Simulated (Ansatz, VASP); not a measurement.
**Al: VASP beside Ansatz**

Contents of INCAR:

```
SYSTEM = Al
PREC = Accurate
ENCUT = 520
EDIFF = 1E-6
ISMEAR = 0
SIGMA = 0.15
LREAL = .False.
LASPH = .True.
NELM = 80
ALGO = Fast
ISIF = 2
LWAVE = .False.
LCHARG = .False.
GGA = PE
NBANDS = 8
```

File KPOINTS:

```
Automatic mesh
0
Gamma
  22 22 22
  0 0 0
```

File POSCAR:

```
Al
1.0
   -1.5491500596      1.5491500596      1.6693641042
    1.5491500596     -1.5491500596      1.6693641042
    1.5491500596      1.5491500596     -1.6693641042
Al
1
Direct
    0.0000000000      0.0000000000      0.0000000000
```

Input for Ansatz:

```yaml
crystal:
  lattice:
    - [-1.5491500596, 1.5491500596, 1.6693641042]
    - [1.5491500596, -1.5491500596, 1.6693641042]
    - [1.5491500596, 1.5491500596, -1.6693641042]
  atoms:
    - { symbol: Al, position: [0.0, 0.0, 0.0] }
basis:
  ecutwfc: 420
kpoints:
  mp_grid: { grid: [22, 22, 22] }
hamiltonian:
  xc: pbe
scf:
  occupations: { method: gaussian, width: 0.15 }
output:
  forces: true
  stress: true
  eigenvalues: true
```

Alike in both runs: task single point; functional PBE; k mesh 22 × 22 × 22; occupations gaussian, width 0.15 eV; no spin polarisation.

```csv
,VASP,Ansatz
version,VASP 6.6.1,Ansatz 0.2.0
potentials or method,"VASP PAW PBE potentials, release 64 (Al)","scalar-relativistic, plane waves, PAW"
plane-wave cutoff (eV),520,420
valence electrons in the cell,3,3
```

VASP gave:

```
gap on the k mesh at the Fermi level (eV)       : none
pressure (GPa)                                  : 4.1
largest component of the traceless stress (GPa) : 2.28
```

Problem. Estimate Ansatz's values.

Solution. gap on the k mesh at the Fermi level (eV): none; pressure (GPa): 4.2; largest component of the traceless stress (GPa): 2.28.

A gap of «none» marks a metal or a gap that the smearing closes.
